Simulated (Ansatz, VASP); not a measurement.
One calculation of GaCo, two programs

```xyz
2
Lattice="2.5186 0.0000 0.0000 0.0000 2.5186 0.0000 0.0000 0.0000 3.7779" Properties=species:S:1:pos:R:3 pbc="T T T"
Ga    1.2593    1.2593    1.8890
Co    0.0000    0.0000    0.0000
```

Alike in both runs: task single point; functional PBEsol; k mesh 18 × 18 × 18; occupations gaussian, width 0.15 eV; no spin polarisation.

|  | VASP | Ansatz |
| --- | --- | --- |
| version | VASP 6.6.1 | Ansatz 0.2.0 |
| potentials or method | VASP PAW PBE potentials, release 64 (Ga_d, Co) | scalar-relativistic, plane waves, PAW |
| plane-wave cutoff (eV) | 520 | 420 |
| valence electrons in the cell | 22 | 30 |

```csv
,VASP,Ansatz,Ansatz less VASP
gap on the k mesh at the Fermi level (eV),none,none,-
pressure (GPa),-2.9,-3.2,-0.30
largest component of the traceless stress (GPa),19.61,19.64,+0.026
```

A gap of «none» marks a metal or a gap that the smearing closes. The two sets of potentials don't hold the same shells in valence.

Caveats: the PAW data sets were made with another functional, which shifts forces and pressure a little (VASP). Spin polarisation is off, so any magnetic state and its effect on volume and gap are missing.
